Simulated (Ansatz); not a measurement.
BN (P6_3/mmc), one atom moved along a line

Level of theory: DFT PBE, scalar-relativistic, plane waves, PAW (Ansatz). Cutoff 420 eV, Γ-centred 12×12×4 k-points, Gaussian smearing of 0.05 eV. No spin polarisation. Energies are free energies at this smearing, counted from the undisturbed cell; pressure is positive in compression.

The starting cell (as given, not relaxed at this level; it stands at 3.3 GPa):

```
CELL_PARAMETERS angstrom
2.50399 0.00000 0.00000
-1.25200 2.16852 0.00000
0.00000 0.00000 6.66120
ATOMIC_POSITIONS crystal
B 0.33333 0.66667 0.25000
B 0.66667 0.33333 0.75000
N 0.33333 0.66667 0.75000
N 0.66667 0.33333 0.25000
```

The cell holds layers and no dispersion correction was added, so their binding is poorly described.

Atom 3 (N) is moved by x along the Cartesian unit vector (-0.866, -0.500, 0.000); the cell and all other atoms stay fixed.

| x (Å) | ΔE (meV/cell) |
| --- | --- |
| -0.1000 | 186.5 |
| -0.0667 | 86.1 |
| -0.0333 | 22.2 |
| 0.0000 | 0.0 |
| 0.0167 | 5.9 |
| 0.0333 | 23.8 |
| 0.0500 | 54.7 |
| 0.0667 | 99.0 |
| 0.0833 | 157.1 |
| 0.1000 | 230.5 |

**Question.** Predict the pressure (GPa) at each point.

**Answer.**
```
  x (Å) pressure (GPa)
-0.1000             5.0
-0.0667             4.1
-0.0333             3.5
 0.0000             3.3
 0.0167             3.4
 0.0333             3.5
 0.0500             3.8
 0.0667             4.2
 0.0833             4.8
 0.1000             5.5
```